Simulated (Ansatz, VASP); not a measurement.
This is a calculation of ZnS (Wurtzite-2H) for VASP 6.6.1.

INCAR

```
SYSTEM = ZnS
ALGO = Normal
EDIFF = 1E-7
ENCUT = 520
ISIF = 2
ISMEAR = -1
LASPH = .TRUE.
LCHARG = .FALSE.
LREAL = .FALSE.
LWAVE = .FALSE.
NBANDS = 26
NELM = 60
PREC = Accurate
SIGMA = 0.05
```

File KPOINTS:

```
k-points
0
G
  8 8 5
  0 0 0
```

The input POSCAR:

```
ZnS
1.0
    3.7854220481      0.0000000000      0.0000000000
   -1.8927110241      3.2782716577      0.0000000000
    0.0000000000      0.0000000000      6.1921598132
Zn S
2 2
Direct
    0.6666666667      0.3333333333      0.5000000000
    0.3333333333      0.6666666667      0.0000000000
    0.6666666667      0.3333333333      0.8850000000
    0.3333333333      0.6666666667      0.3850000000
```

Potentials or basis: VASP PAW LDA potentials, release 64 (Zn, S).

Launch:

```sh
$ cat potpaw_LDA.64/Zn/POTCAR potpaw_LDA.64/S/POTCAR > POTCAR
$ mpirun -np 1 vasp_std > vasp.out
```

Question: Set up the same calculation for Ansatz 0.2.0. Potentials there: JTH PAW LDA.

Answer: As run (the cutoff follows the program's own potentials):

The input input.yaml:

```yaml
crystal:
  lattice:
    - [3.7854220481, 0.0, 0.0]
    - [-1.8927110241, 3.2782716577, 0.0]
    - [0.0, 0.0, 6.1921598132]
  atoms:
    - { symbol: Zn, position: [0.6666666667, 0.3333333333, 0.5] }
    - { symbol: Zn, position: [0.3333333333, 0.6666666667, 0.0] }
    - { symbol: S, position: [0.6666666667, 0.3333333333, 0.885] }
    - { symbol: S, position: [0.3333333333, 0.6666666667, 0.385] }
hamiltonian:
  xc: lda
  pseudopotentials: { kind: paw, xc_functional: lda, accuracy: standard }
kpoints:
  mp_grid: { grid: [8, 8, 5] }
scf:
  occupations: { method: fermi_dirac, width: 0.05 }
output:
  forces: true
  stress: true
  eigenvalues: true
```

Potentials or basis: JTH PAW LDA.

Run with:

```sh
$ ansatz run input.yaml --threads 2 --pin off --max-ram 5120MiB --backend cpu --events-out ev --progress --plain --runs-dir out
```

Both were run:

|  | VASP | Ansatz | Ansatz less VASP |
| --- | --- | --- | --- |
| gap on the k mesh at the Fermi level (eV) | 2.12 | 2.07 | -0.044 |
| least direct gap on the mesh (eV) | 2.12 | 2.07 | -0.044 |
| pressure (GPa) | -2.2 | -2.6 | -0.32 |
| largest component of the traceless stress (GPa) | 1.23 | 1.18 | -0.041 |
| rms of the force components (eV/Å) | 0.186 | 0.183 | -0.0028 |

Atom by atom the forces differ by 0.003 eV/Å (rms over components).

Caveats: odd divisions of the mesh miss points on the zone boundary, where band edges often lie, so the gap on the mesh can be too wide (Ansatz).
